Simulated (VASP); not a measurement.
# CaO (Fm-3m) in VASP: further runs

The runs below take CaO through band structure, with PBE.

Program: VASP 6.6.1. These are calculated values, not measurements. Logs are shortened: lines on timing, memory, paths and dates and some standing lists are left out, and cuts for length are marked.

**1. The crystal as given**

Symmetry: Fm-3m, No. 225, cubic system. The conventional cell has a = 4.838 Å, b = 4.838 Å, c = 4.838 Å, α = 90.00°, β = 90.00°, γ = 90.00°. Ca (site symmetry m-3m) has 6 O at 2.42 Å as nearest neighbours. O (site symmetry m-3m) has 6 Ca at 2.42 Å as nearest neighbours.

The cell was built by a generator and needn't be a form met in nature.

**2. Band structure, PBE**

File POSCAR:

```
CaO                                     
1.0
    0.0000000000      2.4189568295      2.4189568295
    2.4189568295      0.0000000000      2.4189568295
    2.4189568295      2.4189568295     -0.0000000000
  Ca              O             
     1     1
Direct
     0.0000000000000000    0.0000000000000000    0.0000000000000000
     0.5000000000000000    0.5000000000000000    0.5000000000000000
```

File INCAR.step1:

```
SYSTEM = CaO
PREC = Accurate ; ENCUT = 520
EDIFF = 1E-7 ; ISMEAR = 0
SIGMA = 0.02 ; LREAL = .False.
LASPH = .True. ; NELM = 100
ALGO = Normal ; ISIF = 2
LWAVE = .False. ; LCHARG = .True.
GGA = PE ; NBANDS = 15
KPAR = 4
```

File KPOINTS.step1:

```
Automatic mesh
0
Gamma
  10 10 10
  0 0 0
```

File INCAR.step2:

```
SYSTEM = CaO
PREC = Accurate ; ENCUT = 520
EDIFF = 1E-7 ; ISMEAR = 0
SIGMA = 0.05 ; LREAL = .False.
LASPH = .True. ; NELM = 100
ALGO = Normal ; ISIF = 2
LWAVE = .False. ; LCHARG = .False.
GGA = PE ; NBANDS = 15
ICHARG = 11 ; KPAR = 4
```

File KPOINTS.step2:

```
path GXWKGLUWLK,UX
10
line-mode
reciprocal
 0.0000000000  0.0000000000  0.0000000000  G
 0.5000000000  0.0000000000  0.5000000000  X

 0.5000000000  0.0000000000  0.5000000000  X
 0.5000000000  0.2500000000  0.7500000000  W

 0.5000000000  0.2500000000  0.7500000000  W
 0.3750000000  0.3750000000  0.7500000000  K

 0.3750000000  0.3750000000  0.7500000000  K
 0.0000000000  0.0000000000  0.0000000000  G

 0.0000000000  0.0000000000  0.0000000000  G
 0.5000000000  0.5000000000  0.5000000000  L

 0.5000000000  0.5000000000  0.5000000000  L
 0.6250000000  0.2500000000  0.6250000000  U

 0.6250000000  0.2500000000  0.6250000000  U
 0.5000000000  0.2500000000  0.7500000000  W

 0.5000000000  0.2500000000  0.7500000000  W
 0.5000000000  0.5000000000  0.5000000000  L

 0.5000000000  0.5000000000  0.5000000000  L
 0.3750000000  0.3750000000  0.7500000000  K

 0.6250000000  0.2500000000  0.6250000000  U
 0.5000000000  0.0000000000  0.5000000000  X
```

Potentials or basis: VASP PAW PBE potentials, release 64 (Ca_sv, O).

Started as:

```bash
$ cat potpaw_PBE.64/Ca_sv/POTCAR potpaw_PBE.64/O/POTCAR > POTCAR
$ cp INCAR.step1 INCAR
$ cp KPOINTS.step1 KPOINTS
$ mpirun -np 4 vasp_std > vasp.out
$ cp INCAR.step2 INCAR
$ cp KPOINTS.step2 KPOINTS
$ mpirun -np 4 vasp_std > vasp.out
```

OUTCAR:

```text
SYSTEM = CaO
   PREC = Accurate
   ENCUT = 520
   EDIFF = 1E-7
   ISMEAR = 0
   LREAL = .False.
   LASPH = .True.
   NELM = 100
   ISIF = 2
   GGA = PE
   ICHARG = 11

 ion  position               nearest neighbor table
   1  0.000  0.000  0.000-   2 2.42   2 2.42   2 2.42   2 2.42   2 2.42   2 2.42
   2  0.500  0.500  0.500-   1 2.42   1 2.42   1 2.42   1 2.42   1 2.42   1 2.42

  LATTYP: Found a face centered cubic cell.
 ALAT       =     4.8379136590

  Lattice vectors:

 A1 = (   0.0000000000,   2.4189568295,   2.4189568295)
 A2 = (   2.4189568295,   0.0000000000,   2.4189568295)
 A3 = (   2.4189568295,   2.4189568295,   0.0000000000)

Analysis of symmetry for initial positions (statically):
=====================================================================
 Subroutine PRICEL returns:
 Original cell was already a primitive cell.

 Routine SETGRP: Setting up the symmetry group for a
 face centered cubic supercell.

 Subroutine GETGRP returns: Found 48 space group operations
 (whereof 48 operations were pure point group operations)
 out of a pool of 48 trial point group operations.

The static configuration has the point symmetry O_h .

Analysis of symmetry for dynamics (positions and initial velocities):
=====================================================================
 Subroutine PRICEL returns:
 Original cell was already a primitive cell.

 Routine SETGRP: Setting up the symmetry group for a
 face centered cubic supercell.

 Subroutine GETGRP returns: Found 48 space group operations
 (whereof 48 operations were pure point group operations)
 out of a pool of 48 trial point group operations.

The dynamic configuration has the point symmetry O_h .

 Subroutine INISYM returns: Found 48 space group operations
 (whereof 48 operations are pure point group operations),
 and found     1 'primitive' translations

----------------------------------------------------------------------------------------

                                     Primitive cell

  volume of cell :      28.3083

  direct lattice vectors                    reciprocal lattice vectors
     0.000000000  2.418956829  2.418956829    -0.206700671  0.206700671  0.206700671
     2.418956829  0.000000000  2.418956829     0.206700671 -0.206700671  0.206700671
     2.418956829  2.418956829  0.000000000     0.206700671  0.206700671 -0.206700671

  length of vectors
     3.420921555  3.420921555  3.420921555     0.358016064  0.358016064  0.358016064

  position of ions in fractional coordinates (direct lattice)
     0.000000000  0.000000000  0.000000000
     0.500000000  0.500000000  0.500000000

  ion indices of the primitive-cell ions
   primitive index   ion index
                 1           1
                 2           2

----------------------------------------------------------------------------------------

 KPOINTS: path GXWKGLUWLK,UX

Interpolating k-points between supplied coordinates.

 Line segments in fractional coordinates (reciprocal lattice):
    0.000000  0.000000  0.000000  ...  0.500000  0.000000  0.500000
    0.500000  0.000000  0.500000  ...  0.500000  0.250000  0.750000
    0.500000  0.250000  0.750000  ...  0.375000  0.375000  0.750000
    0.375000  0.375000  0.750000  ...  0.000000  0.000000  0.000000
    0.000000  0.000000  0.000000  ...  0.500000  0.500000  0.500000
    0.500000  0.500000  0.500000  ...  0.625000  0.250000  0.625000
    0.625000  0.250000  0.625000  ...  0.500000  0.250000  0.750000
    0.500000  0.250000  0.750000  ...  0.500000  0.500000  0.500000
    0.500000  0.500000  0.500000  ...  0.375000  0.375000  0.750000
    0.625000  0.250000  0.625000  ...  0.500000  0.000000  0.500000

 Generated    10 points on each line segment, for a total of    100 k-points:

 Following reciprocal coordinates:
            Coordinates               Weight
  0.000000  0.000000  0.000000      0.010000
  0.055556  0.000000  0.055556      0.010000
  0.111111  0.000000  0.111111      0.010000
  0.166667  0.000000  0.166667      0.010000
  0.222222  0.000000  0.222222      0.010000
  0.277778  0.000000  0.277778      0.010000
[... 16 lines left out ...]
  0.472222  0.277778  0.750000      0.010000
  0.458333  0.291667  0.750000      0.010000
 [... further k-points ...]
   k-points           NKPTS =    100   k-points in BZ     NKDIM =    100   number of bands    NBANDS=     15
   number of dos      NEDOS =    301   number of ions     NIONS =      2
   total plane-waves  NPLWV =  21952
   dimension x,y,z NGX =    28 NGY =   28 NGZ =   28
   dimension x,y,z NGXF=    56 NGYF=   56 NGZF=   56
   ions per type =               1   1
   NGX,Y,Z   is equivalent  to a cutoff of  13.61, 13.61, 13.61 a.u.
   NGXF,Y,Z  is equivalent  to a cutoff of  27.21, 27.21, 27.21 a.u.
 SYSTEM =  CaO
   PREC   = accura    normal or accurate (medium, high low for compatibility)
   ISTART =      0    job   : 0-new  1-cont  2-samecut
   ICHARG =     11    charge: 1-file 2-atom 10-const
   ISPIN  =      1    spin polarized calculation?
   LNONCOLLINEAR =      F non collinear calculations
   LSORBIT =      F    spin-orbit coupling
   LASPH  =      T    aspherical Exc in radial PAW
   ENCUT  =  520.0 eV  38.22 Ry    6.18 a.u.   6.36  6.36  6.36*2*pi/ulx,y,z
   NELM   =    100;   NELMIN=  2; NELMDL=  0     # of ELM steps
   EDIFF  = 0.1E-06   stopping-criterion for ELM
   LREAL  =      F    real-space projection
   EDIFFG = 0.1E-05   stopping-criterion for IOM
   NSW    =      0    number of steps for IOM
   IBRION =     -1    ionic relax: 0-MD 1-quasi-New 2-CG
   NFREE  =      0    steps in history (QN), initial steepest desc. (CG)
   ISIF   =      2    stress and relaxation
   ISYM   =      2    0-nonsym 1-usesym 2-fastsym
   POTIM  = 0.5000    time-step for ionic-motion
   TEBEG  =    0.0;   TEEND  =   0.0 temperature during run
   PSTRESS=    0.0 pullay stress
   NELECT =      16.0000    total number of electrons
   NUPDOWN=      -1.0000    fix difference up-down
   EMIN   =  10.00;   EMAX   =-10.00  energy-range for DOS
   EFERMI =   0.00;   METHOD = LEGACY
   ISMEAR =     0;   SIGMA  =   0.05  broadening in eV -4-tet -1-fermi 0-gaus
   EFERMI_NEDOS =   21; number of points for ismear=-14 and -15
   IALGO  =     38    algorithm
   IMIX   =      4    mixing-type and parameters
     AMIX     =   0.40;   BMIX     =  1.00
     AMIX_MAG =   1.60;   BMIX_MAG =  1.00
  volume/ion in A,a.u.               =      14.15        95.52
  Fermi-wavevector in a.u.,A,eV,Ry     =   1.353557  2.557853 24.927477  1.832118
  Thomas-Fermi vector in A             =   2.480803
   LORBIT       =      0    0 simple, 1 ext, 2 COOP (PROOUT), +10 PAW based schemes
   GGA     = PE    functional components
   LHFCALC =     F    Hartree Fock is set to
   AEXX    =    0.0000 exact exchange contribution
   IVDW    =     0    specifies the selected vdW correction
   LEPSILON=     F    determine dielectric tensor
   LRPA    =     F    only Hartree local field effects (RPA)
 non-spin polarized calculation
 Gauss-broadening in eV      SIGMA  =   0.05
  energy-cutoff  :      520.00
  volume of cell :       28.31
 maximum number of plane-waves:       778
 NGX is ok and might be reduce to    28

 number of electron      16.0000000 magnetization

 Free energy of the ion-electron system (eV)
  ---------------------------------------------------
  ext. energy  EPLUGINS =         0.00000000
  ---------------------------------------------------
  free energy    TOTEN  =       -12.45976724 eV

  energy without entropy =      -12.45976724  energy(sigma->0) =      -12.45976724

 E-fermi :   2.4657     XC(G=0): -10.3804

 val. band max:        2.2393386903   @ k =   0.0000   0.0000   0.0000
 cond. band min:       5.8799449744   @ k =   0.5000   0.0000   0.5000
 fundamental gap:      3.6406062841
 Fermi energy:         2.4656989693

 k-point     1 :       0.0000    0.0000    0.0000
  band No.  band energies     occupation
      1     -35.4778      2.00000
      2     -16.2554      2.00000
      3     -16.2554      2.00000
      4     -16.2554      2.00000
      5     -13.2550      2.00000
      6       2.2393      2.00000
      7       2.2393      2.00000
      8       2.2393      2.00000
      9       6.7953      0.00000
     10       8.4165      0.00000
     11       8.4165      0.00000
     12       8.4165      0.00000
     13       9.8860      0.00000
     14       9.8860      0.00000
     15      17.1883      0.00000

 k-point     2 :       0.0556    0.0000    0.0556
  band No.  band energies     occupation
      1     -35.4740      2.00000
      2     -16.3009      2.00000
      3     -16.2618      2.00000
      4     -16.2618      2.00000
      5     -13.1982      2.00000
      6       2.0306      2.00000
      7       2.2125      2.00000
      8       2.2125      2.00000
      9       6.9848      0.00000
     10       8.3035      0.00000
     11       8.5330      0.00000
     12       8.5330      0.00000
     13       9.9163      0.00000
     14      10.0520      0.00000
     15      17.3611      0.00000

 k-point     3 :       0.1111    0.0000    0.1111
  band No.  band energies     occupation
      1     -35.4633      2.00000
      2     -16.4161      2.00000
      3     -16.2803      2.00000
      4     -16.2803      2.00000
      5     -13.0578      2.00000
      6       1.5542      2.00000
      7       2.1429      2.00000
      8       2.1429      2.00000
      9       7.4203      0.00000
     10       8.0003      0.00000
     11       8.8615      0.00000
     12       8.8615      0.00000
     13      10.0048      0.00000
     14      10.5179      0.00000
     15      17.8268      0.00000
[... 343 lines left out ...]
 k-point    23 :       0.4722    0.2778    0.7500
  band No.  band energies     occupation
      1     -35.3550      2.00000
      2     -16.6917      2.00000
      3     -16.6731      2.00000
      4     -16.5671      2.00000
      5     -12.6646      2.00000
      6       0.9703      2.00000
      7       1.1215      2.00000
      8       1.2659      2.00000
      9       8.0778      0.00000
     10       8.9430      0.00000
     11      10.5036      0.00000
     12      11.6156      0.00000
     13      12.0427      0.00000
     14      15.7673      0.00000
     15      15.7927      0.00000

 k-point    24 :       0.4583    0.2917    0.7500
  band No.  band energies     occupation
      1     -35.3554      2.00000
      2     -16.7118      2.00000
      3     -16.6851      2.00000
      4     -16.5303      2.00000
      5     -12.6670      2.00000
      6       0.9599      2.00000
      7       1.0968      2.00000
      8       1.3110      2.00000
      9       7.8949      0.00000
     10       9.1690      0.00000
     11      10.5215      0.00000
     12      11.5743      0.00000
     13      12.0141      0.00000
     14      15.5913      0.00000
     15      15.7634      0.00000

 [... further k-points ...]

------------------------ aborting loop because EDIFF is reached ----------------------------------------

  FORCE on cell =-STRESS in cart. coord.  units (eV):
  Direction    XX          YY          ZZ          XY          YZ          ZX
  --------------------------------------------------------------------------------------
  -------------------------------------------------------------------------------------
  Total        2.0788688      2.0788688      2.0788688     -0.0000000      0.0000000     -0.0000000
  in kB      117.6585038    117.6585038    117.6585038     -0.0000000      0.0000000     -0.0000000
  external PRESSURE =     117.6585038 kB  Pullay stress =       0.0000000 kB

 VOLUME and BASIS-vectors are now :
 -----------------------------------------------------------------------------
  energy-cutoff  :      520.00
  volume of cell :       28.31
      direct lattice vectors                 reciprocal lattice vectors
     0.000000000  2.418956829  2.418956829    -0.206700671  0.206700671  0.206700671
     2.418956829  0.000000000  2.418956829     0.206700671 -0.206700671  0.206700671
     2.418956829  2.418956829  0.000000000     0.206700671  0.206700671 -0.206700671

 POSITION                                       TOTAL-FORCE (eV/Angst)
 -----------------------------------------------------------------------------------
      0.00000      0.00000      0.00000         0.000000      0.000000      0.000000
      2.41896      2.41896      2.41896        -0.000000      0.000000     -0.000000
 -----------------------------------------------------------------------------------
    total drift:                                0.000000      0.000000      0.000000

  FREE ENERGIE OF THE ION-ELECTRON SYSTEM (eV)
  ---------------------------------------------------
  free  energy   TOTEN  =       -12.4597672396 eV

  energy  without entropy=      -12.4597672396  energy(sigma->0) =      -12.45976724
```

Wall time 20 s (4 MPI ranks of Intel Xeon Platinum 8259CL at 2.50GHz (Skylake/Cascade Lake), shared host); peak memory 0.17 GiB.

Results:

```yaml
Band_gap_on_the_k_mesh: 3.64 eV, indirect (least direct gap 4.02 eV)
Band_gap_along_the_path: 3.64 eV, indirect (least direct gap 4.02 eV)
```

Levels at the corners of the path, in eV from the valence-band top:
| point | band 5 | band 6 | band 7 | band 8 | band 9 | band 10 | band 11 | band 12 |
| --- | --- | --- | --- | --- | --- | --- | --- | --- |
| Γ | -15.49 | 0.00 | 0.00 | 0.00 | 4.56 | 6.18 | 6.18 | 6.18 |
| X | -15.26 | -1.31 | -0.38 | -0.38 | 3.64 | 7.90 | 8.78 | 9.40 |
| X | -15.26 | -1.31 | -0.38 | -0.38 | 3.64 | 7.90 | 8.78 | 9.40 |
| W | -14.90 | -1.26 | -1.06 | -1.06 | 6.25 | 6.25 | 8.25 | 9.41 |
| W | -14.90 | -1.26 | -1.06 | -1.06 | 6.25 | 6.25 | 8.25 | 9.41 |
| K | -14.92 | -1.32 | -1.21 | -0.77 | 5.10 | 7.89 | 8.42 | 8.93 |
| K | -14.92 | -1.32 | -1.21 | -0.77 | 5.10 | 7.89 | 8.42 | 8.93 |
| Γ | -15.49 | 0.00 | 0.00 | 0.00 | 4.56 | 6.18 | 6.18 | 6.18 |
| Γ | -15.49 | 0.00 | 0.00 | 0.00 | 4.56 | 6.18 | 6.18 | 6.18 |
| L | -14.38 | -2.59 | -1.16 | -1.16 | 6.96 | 8.25 | 8.25 | 8.35 |
| L | -14.38 | -2.59 | -1.16 | -1.16 | 6.96 | 8.25 | 8.25 | 8.35 |
| U | -14.92 | -1.32 | -1.21 | -0.77 | 5.10 | 7.89 | 8.42 | 8.93 |
| U | -14.92 | -1.32 | -1.21 | -0.77 | 5.10 | 7.89 | 8.42 | 8.93 |
| W | -14.90 | -1.26 | -1.06 | -1.06 | 6.25 | 6.25 | 8.25 | 9.41 |
| W | -14.90 | -1.26 | -1.06 | -1.06 | 6.25 | 6.25 | 8.25 | 9.41 |
| L | -14.38 | -2.59 | -1.16 | -1.16 | 6.96 | 8.25 | 8.25 | 8.35 |
| L | -14.38 | -2.59 | -1.16 | -1.16 | 6.96 | 8.25 | 8.25 | 8.35 |
| K | -14.92 | -1.32 | -1.21 | -0.77 | 5.10 | 7.89 | 8.42 | 8.93 |
| U | -14.92 | -1.32 | -1.21 | -0.77 | 5.10 | 7.89 | 8.42 | 8.93 |
| X | -15.26 | -1.31 | -0.38 | -0.38 | 3.64 | 7.90 | 8.78 | 9.40 |

Caveat: the log is that of the step along the path at fixed density, whose energy, stress, charges and moments have no meaning. Expect the measured gap to be larger: semilocal functionals such as PBE lack the derivative discontinuity.

[end of part 1 of 2]
